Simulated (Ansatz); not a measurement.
Level of theory: Ansatz, DFT PBE, scalar-relativistic, plane waves, PAW. All cells share a 420 eV cutoff and Γ-centred k meshes spaced at most about 0.3 Å⁻¹ (about 0.25 or finer for metals, 2π included). No spin polarisation in the final relaxations.

These are static total energies at zero pressure. All come from trial cells, and lower structures may exist.

**Question.** Order these relaxed structures of Si4N by energy, lowest first, with the energy over the lowest of them.
A.

```cif
data_structure
_symmetry_space_group_name_H-M 'Immm'
_symmetry_Int_Tables_number 71
_cell_length_a 3.9817
_cell_length_b 5.6762
_cell_length_c 7.2622
_cell_angle_alpha 90.000
_cell_angle_beta 90.000
_cell_angle_gamma 90.000
_cell_volume 164.13
loop_
_atom_site_label
_atom_site_type_symbol
_atom_site_symmetry_multiplicity
_atom_site_Wyckoff_symbol
_atom_site_fract_x
_atom_site_fract_y
_atom_site_fract_z
_atom_site_occupancy
Si1 Si 8 l 0.00000 0.73096 0.83723 1
N1 N 2 a 0.00000 0.00000 0.00000 1
```

B.

```cif
data_structure
_symmetry_space_group_name_H-M 'Cm'
_symmetry_Int_Tables_number 8
_cell_length_a 5.1412
_cell_length_b 6.7213
_cell_length_c 4.4259
_cell_angle_alpha 90.000
_cell_angle_beta 99.264
_cell_angle_gamma 90.000
_cell_volume 150.94
loop_
_atom_site_label
_atom_site_type_symbol
_atom_site_symmetry_multiplicity
_atom_site_Wyckoff_symbol
_atom_site_fract_x
_atom_site_fract_y
_atom_site_fract_z
_atom_site_occupancy
Si1 Si 2 a 0.36641 0.00000 0.08491 1
Si2 Si 4 b 0.41625 0.72348 0.76345 1
Si3 Si 2 a 0.80298 0.00000 0.34679 1
N1 N 2 a 0.99555 0.00000 0.03917 1
```

C.

```cif
data_structure
_symmetry_space_group_name_H-M 'I-43m'
_symmetry_Int_Tables_number 217
_cell_length_a 5.3076
_cell_length_b 5.3076
_cell_length_c 5.3076
_cell_angle_alpha 90.000
_cell_angle_beta 90.000
_cell_angle_gamma 90.000
_cell_volume 149.52
loop_
_atom_site_label
_atom_site_type_symbol
_atom_site_symmetry_multiplicity
_atom_site_Wyckoff_symbol
_atom_site_fract_x
_atom_site_fract_y
_atom_site_fract_z
_atom_site_occupancy
Si1 Si 8 c 0.29612 0.70388 0.29612 1
N1 N 2 a 0.00000 0.00000 0.00000 1
```

**Answer.** B (0 meV/atom), A (191 meV/atom), C (393 meV/atom). Forms: B Cm; A Immm; C I-43m. Counting Si atoms around N (those within 1.25 times the shortest such distance or 1.15 times the sum of covalent radii, 1.27 where that leaves under three): B has N 4; A has N 4; C has N 4. B holds Si–Si nets (shortest 2.35 Å); A holds Si–Si nets (shortest 2.36 Å) (bonds between like non-metal atoms; other contacts aren't counted). Even the lowest lies +0.18 eV/atom against the elements.

Cells relaxed within their symmetry can be saddle points. The Cm cell of Si4N came from shaking the I-43m one. Some types were kept out of the candidates beforehand, so the set may lack a known form.
